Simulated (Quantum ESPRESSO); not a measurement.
# HfC (Imm2) in Quantum ESPRESSO: convergence with smearing width

Aim: find how far smearing width must go before the results for HfC settle, at LDA. This setting moves, with any that are tied to it; all else stays.

All numbers are computed with Quantum ESPRESSO 7.5; they aren't measurements. Logs are shortened: lines on timing, memory, paths and dates and some standing lists are left out, and cuts for length are marked.

### 1 Starting point

It takes space group Imm2 (No. 44, orthorhombic). Conventional cell: a = 2.793 Å, b = 4.994 Å, c = 3.695 Å, α = 90.00°, β = 90.00°, γ = 90.00°. Hf (site symmetry mm2) is surrounded by 2 C at 1.80 Å. Around C (site symmetry mm2) lie 2 Hf at 1.80 Å.

The cell was built by a generator and needn't be a form met in nature.

### 2 With smearing width 0.5 eV

Contents of pw.in:

```
&CONTROL
  calculation = 'scf'
  prefix = 'pwscf'
  outdir = './tmp'
  pseudo_dir = './pseudo'
  tprnfor = .true.
  tstress = .true.
  disk_io = 'nowf'
/
&SYSTEM
  ibrav = 0
  nat = 2
  ntyp = 2
  ecutwfc = 132
  nbnd = 22
  occupations = 'smearing'
  smearing = 'fd'
  degauss = 0.03674932
/
&ELECTRONS
  conv_thr = 4d-10
  electron_maxstep = 120
  mixing_beta = 0.5
/
ATOMIC_SPECIES
Hf   178.4900 Hf.upf
C     12.0110 C.upf
CELL_PARAMETERS angstrom
  -1.3966732300    2.4971805100    1.8473367300
   1.3966732300   -2.4971805100    1.8473367300
   1.3966732300    2.4971805100   -1.8473367300
ATOMIC_POSITIONS crystal
Hf     0.9847118300    0.9847118300    0.0000000000
C      0.6794548300    0.1794548300    0.5000000000
K_POINTS automatic
8 8 8 0 0 0
```

Potentials or basis: PseudoDojo 0.4.1 SR LDA stringent.

Started as:

```sh
> OMP_NUM_THREADS=1 pw.x -in pw.in > pw.out
```

Run time: 2.3 min. Hardware: 1 thread of Arm Neoverse V2, shared host; peak memory 0.22 GiB.

What came out:

```yaml
Free_energy: -7896.5648 eV
Pressure: 54.2 GPa
Largest_force: 10.820 eV/Å
```

### 3 With smearing width 0.3 eV

Edit pw.in of step 2 so:

```diff
@@ -17,3 +17,3 @@
   smearing = 'fd'
-  degauss = 0.03674932
+  degauss = 0.02204959
 /
```

Potentials or basis: PseudoDojo 0.4.1 SR LDA stringent.

Started as:

```sh
> OMP_NUM_THREADS=1 pw.x -in pw.in > pw.out
```

It took 2.2 min on 1 thread of Arm Neoverse V2, shared host; peak memory 0.22 GiB.

Results:

* Free energy: -7896.4402 eV
* Pressure: 54.1 GPa
* Largest force: 10.768 eV/Å

### 4 With smearing width 0.2 eV

Edit pw.in of step 3 so:

```diff
@@ -17,3 +17,3 @@
   smearing = 'fd'
-  degauss = 0.02204959
+  degauss = 0.01469973
 /
```

Started as:

```sh
> OMP_NUM_THREADS=1 pw.x -in pw.in > pw.out
```

Wall time 2.2 min (1 thread of Arm Neoverse V2, shared host); peak memory 0.22 GiB.

What came out:

```yaml
Free_energy: -7896.4156 eV
Pressure: 54.3 GPa
Largest_force: 10.763 eV/Å
```

### 5 With smearing width 0.136 eV

Edit pw.in of step 4 so:

```diff
@@ -17,3 +17,3 @@
   smearing = 'fd'
-  degauss = 0.01469973
+  degauss = 0.00999582
 /
```

Started as:

```sh
> OMP_NUM_THREADS=1 pw.x -in pw.in > pw.out
```

It took 2.2 min on 1 thread of Arm Neoverse V2, shared host; peak memory 0.22 GiB.

What came out:

```yaml
Free_energy: -7896.4090 eV
Pressure: 54.5 GPa
Largest_force: 10.770 eV/Å
```

### 6 With smearing width 0.1 eV

Edit pw.in of step 5 so:

```diff
@@ -17,3 +17,3 @@
   smearing = 'fd'
-  degauss = 0.00999582
+  degauss = 0.00734986
 /
```

Potentials or basis: PseudoDojo 0.4.1 SR LDA stringent.

Started as:

```sh
> OMP_NUM_THREADS=1 pw.x -in pw.in > pw.out
```

Run time: 2.2 min. Hardware: 1 thread of Arm Neoverse V2, shared host; peak memory 0.22 GiB.

It converged, with:

* Free energy: -7896.4073 eV
* Pressure: 54.5 GPa
* Largest force: 10.775 eV/Å
* Band gap on the k mesh: 0.42 eV, indirect (least direct gap 0.74 eV)

### 7 With smearing width 0.05 eV

Edit pw.in of step 6 so:

```diff
@@ -17,3 +17,3 @@
   smearing = 'fd'
-  degauss = 0.00734986
+  degauss = 0.00367493
 /
```

Started as:

```sh
> OMP_NUM_THREADS=1 pw.x -in pw.in > pw.out
```

Wall time 2.3 min (1 thread of Arm Neoverse V2, shared host); peak memory 0.22 GiB.

Results (log left out):

```yaml
Free_energy: -7896.4065 eV
Pressure: 54.6 GPa
Largest_force: 10.780 eV/Å
Band_gap_on_the_k_mesh: 0.42 eV, indirect (least direct gap 0.74 eV)
```

### 8 With smearing width 0.025 eV

Edit pw.in of step 7 so:

```diff
@@ -17,3 +17,3 @@
   smearing = 'fd'
-  degauss = 0.00367493
+  degauss = 0.00183747
 /
```

Started as:

```sh
> OMP_NUM_THREADS=1 pw.x -in pw.in > pw.out
```

Wall time 2.3 min (1 thread of Arm Neoverse V2, shared host); peak memory 0.22 GiB.

It converged, with:

* Free energy: -7896.4064 eV
* Pressure: 54.6 GPa
* Largest force: 10.781 eV/Å
* Band gap on the k mesh: 0.42 eV, indirect (least direct gap 0.74 eV)

### 9 With smearing width 0.01 eV

Edit pw.in of step 8 so:

```diff
@@ -17,3 +17,3 @@
   smearing = 'fd'
-  degauss = 0.00183747
+  degauss = 0.00073499
 /
```

Potentials or basis: PseudoDojo 0.4.1 SR LDA stringent.

Started as:

```sh
> OMP_NUM_THREADS=1 pw.x -in pw.in > pw.out
```

pw.out:

```text
This program is part of the open-source Quantum ESPRESSO suite
     for quantum simulation of materials; please cite
[... 9 lines left out ...]
     --------------------
     sticks:   dense  smooth     PW     G-vecs:    dense   smooth      PW
     Sum        1595    1595    521                35633    35633    6659

     Using Slab Decomposition

     bravais-lattice index     =            0
     lattice parameter (alat)  =       6.4360  a.u.
     unit-cell volume          =     173.9191 (a.u.)^3
     number of atoms/cell      =            2
     number of atomic types    =            2
     number of electrons       =        30.00
     number of Kohn-Sham states=           22
     kinetic-energy cutoff     =     132.0000  Ry
     charge density cutoff     =     528.0000  Ry
     scf convergence threshold =      4.0E-10
     mixing beta               =       0.5000
     number of iterations used =            8  plain     mixing
     Exchange-correlation= SLA  PW   NOGX NOGC
                           (   1   4   0   0   0   0   0)

     celldm(1)=   6.435970  celldm(2)=   0.000000  celldm(3)=   0.000000
     celldm(4)=   0.000000  celldm(5)=   0.000000  celldm(6)=   0.000000

     crystal axes: (cart. coord. in units of alat)
               a(1) = (  -0.410090   0.733221   0.542414 )
               a(2) = (   0.410090  -0.733221   0.542414 )
               a(3) = (   0.410090   0.733221  -0.542414 )

     reciprocal axes: (cart. coord. in units 2 pi/alat)
               b(1) = (  0.000000  0.681923  0.921805 )
               b(2) = (  1.219243  0.000000  0.921805 )
               b(3) = (  1.219243  0.681923  0.000000 )

     PseudoPot. # 1 for Hf read from file:
     Hf.upf
     Pseudo is Norm-conserving + core correction, Zval = 26.0
     Generated using ONCVPSP code by D. R. Hamann
     Using radial grid of 1618 points,  8 beta functions with:
                l(1) =   0
                l(2) =   0
                l(3) =   1
                l(4) =   1
                l(5) =   2
                l(6) =   2
                l(7) =   3
                l(8) =   3

     PseudoPot. # 2 for C  read from file:
     C.upf
     Pseudo is Norm-conserving + core correction, Zval =  4.0
     Generated using ONCVPSP code by D. R. Hamann
     Using radial grid of 1234 points,  4 beta functions with:
                l(1) =   0
                l(2) =   0
                l(3) =   1
                l(4) =   1

     atomic species   valence    mass     pseudopotential
     Hf               26.00   178.49000     Hf( 1.00)
     C                 4.00    12.01100     C ( 1.00)

      4 Sym. Ops. (no inversion) found

   Cartesian axes

     site n.     atom                  positions (alat units)
         1        Hf     tau(   1) = (   0.0000000   0.0000000   1.0682431  )
         2        C      tau(   2) = (   0.0000000   0.7332208   0.1946776  )

     number of k points=    95  Fermi-Dirac smearing, width (Ry)=  0.0007
                       cart. coord. in units 2pi/alat
        k(    1) = (   0.0000000   0.0000000   0.0000000), wk =   0.0039062
        k(    2) = (   0.1524054   0.0852403   0.0000000), wk =   0.0156250
        k(    3) = (   0.3048108   0.1704807   0.0000000), wk =   0.0156250
        k(    4) = (   0.4572162   0.2557210   0.0000000), wk =   0.0156250
        k(    5) = (  -0.6096216  -0.3409614   0.0000000), wk =   0.0078125
        k(    6) = (   0.1524054   0.0000000   0.1152256), wk =   0.0156250
[... 87 lines left out ...]
        k(   94) = (  -0.9144324   0.0000000   0.0000000), wk =   0.0078125
        k(   95) = (  -1.2192432  -0.6819228  -0.9218050), wk =   0.0039062

     Dense  grid:    35633 G-vectors     FFT dimensions: (  48,  48,  48)

     Initial potential from superposition of free atoms

     starting charge      29.9985, renormalised to      30.0000
     Starting wfcs are   21 randomized atomic wfcs +    1 random wfcs

     Self-consistent Calculation

     iteration #  1     ecut=   132.00 Ry     beta= 0.50
     Davidson diagonalization with overlap
     ethr =  1.00E-02,  avg # of iterations =  3.9

     total energy              =    -580.03408973 Ry
     estimated scf accuracy    <       0.99997833 Ry

     iteration #  2     ecut=   132.00 Ry     beta= 0.50
     Davidson diagonalization with overlap
     ethr =  3.33E-03,  avg # of iterations =  2.0

     total energy              =    -580.29022916 Ry
     estimated scf accuracy    <       0.43292806 Ry

     iteration #  3     ecut=   132.00 Ry     beta= 0.50
     Davidson diagonalization with overlap
     ethr =  1.44E-03,  avg # of iterations =  2.0
[... 36 lines left out ...]
     total energy              =    -580.37516650 Ry
     estimated scf accuracy    <          9.7E-09 Ry

     iteration #  9     ecut=   132.00 Ry     beta= 0.50
     Davidson diagonalization with overlap
     ethr =  3.25E-11,  avg # of iterations =  2.3

     total energy              =    -580.37516651 Ry
     estimated scf accuracy    <          1.0E-09 Ry

     iteration # 10     ecut=   132.00 Ry     beta= 0.50
     Davidson diagonalization with overlap
     ethr =  3.32E-12,  avg # of iterations =  2.0

     End of self-consistent calculation

          k = 0.0000 0.0000 0.0000 (  4453 PWs)   bands (ev):

   -42.4639 -11.3000 -11.0758 -10.7902   6.6738   7.7891   7.8577   7.8712
     7.9292   7.9567   8.0205   8.0740  14.5198  15.5127  17.4333  20.5792
    22.4141  23.7139  25.0674  25.8761  28.3270  29.1204

          k = 0.1524 0.0852 0.0000 (  4463 PWs)   bands (ev):

   -42.4447 -11.3075 -11.0971 -11.0370   7.0565   7.8029   7.8559   7.8765
     7.9283   7.9467   7.9887   8.2285  14.7739  15.7336  17.0830  20.2759
    20.9818  23.9276  25.2104  26.1626  30.0653  30.7324

          k = 0.3048 0.1705 0.0000 (  4473 PWs)   bands (ev):

   -42.3981 -11.7352 -11.2312 -11.0918   7.5681   7.8312   7.8612   7.8914
     7.9126   7.9291   7.9478   9.0078  14.2340  16.1006  17.7688  19.3295
    20.3021  22.7363  26.3382  27.8083  32.5129  33.0435
[... 541 lines left out ...]
          k =-0.9144 0.0000 0.0000 (  4458 PWs)   bands (ev):

   -42.3770 -11.7818 -11.4025 -11.3646   7.6833   7.8667   7.8764   7.9039
     7.9147   7.9185   7.9240  10.1090  14.4916  14.8817  17.9946  19.5146
    23.8028  25.2220  25.4413  26.4761  29.0437  31.2670

          k =-1.2192-0.6819-0.9218 (  4436 PWs)   bands (ev):

   -42.4292 -11.5652 -11.5351 -10.8853   7.5097   7.8424   7.8817   7.8902
     7.9133   7.9226   7.9932   9.1358  13.5534  15.4081  17.9091  21.8765
    24.1956  25.2845  25.4929  26.1919  28.1464  30.7754

     the Fermi energy is    18.9447 ev

!    total energy              =    -580.37516651 Ry
     estimated scf accuracy    <          1.1E-11 Ry
     smearing contrib. (-TS)   =      -0.00000000 Ry
     internal energy E=F+TS    =    -580.37516651 Ry

     The total energy is F=E-TS. E is the sum of the following terms:
     one-electron contribution =    -319.90410584 Ry
     hartree contribution      =     198.14007203 Ry
     xc contribution           =     -85.43346812 Ry
     ewald contribution        =    -373.17766457 Ry

     convergence has been achieved in  10 iterations

     Forces acting on atoms (cartesian axes, Ry/au):

     atom    1 type  1   force =    -0.00000000    0.00000000    0.41930859
     atom    2 type  2   force =     0.00000000   -0.00000000   -0.41930859

     Total force =     0.592992     Total SCF correction =     0.000006

     Computing stress (Cartesian axis) and pressure

          total   stress  (Ry/bohr**3)                   (kbar)     P=      546.18
   0.01028061  -0.00000000  -0.00000000         1512.33       -0.00       -0.00
  -0.00000000  -0.00222041   0.00000000           -0.00     -326.63        0.00
  -0.00000000  -0.00000000   0.00307842           -0.00       -0.00      452.85

=------------------------------------------------------------------------------=
   JOB DONE.
=------------------------------------------------------------------------------=
```

It took 2.3 min on 1 thread of Arm Neoverse V2, shared host; peak memory 0.22 GiB.

What came out:

* Free energy: -7896.4064 eV
* Pressure: 54.6 GPa
* Largest force: 10.781 eV/Å
* Band gap on the k mesh: 0.42 eV, indirect (least direct gap 0.74 eV)

### 10 Summary

| smearing width | energy less the tightest run, at zero smearing (meV/atom) | pressure (GPa) | largest force (eV/Å) | SCF cycles | CPU time (s) | peak memory (GiB) |
| --- | --- | --- | --- | --- | --- | --- |
| 0.5 eV | 34.62 | 54.22 | 10.820 | 10 | 140 | 0.22 |
| 0.3 eV | 9.77 | 54.15 | 10.768 | 10 | 130 | 0.22 |
| 0.2 eV | 2.85 | 54.33 | 10.763 | 10 | 130 | 0.22 |
| 0.136 eV | 0.84 | 54.46 | 10.770 | 10 | 130 | 0.22 |
| 0.1 eV | 0.35 | 54.53 | 10.775 | 10 | 130 | 0.22 |
| 0.05 eV | 0.04 | 54.61 | 10.780 | 10 | 140 | 0.22 |
| 0.025 eV | 0.00 | 54.62 | 10.781 | 10 | 140 | 0.22 |
| 0.01 eV | 0.00 | 54.62 | 10.781 | 10 | 140 | 0.22 |

Against the tightest run, the energy stays within 1 meV/atom from 0.136 eV on; the pressure stays within 0.1 GPa from 0.1 eV on; the largest force stays within 0.005 eV/Å from 0.05 eV on. The tightest run that finished is the yardstick and may itself not be fully converged.

Caveats: a pressure of tens of GPa on the cell as given is suspect, and the run, the potentials or the cell itself is likely at fault; spin-orbit coupling is left out, which moves the levels of the heavy elements; forces of over 1 eV/Å show positions far from the minimum, so gaps and moduli don't describe the material at rest.
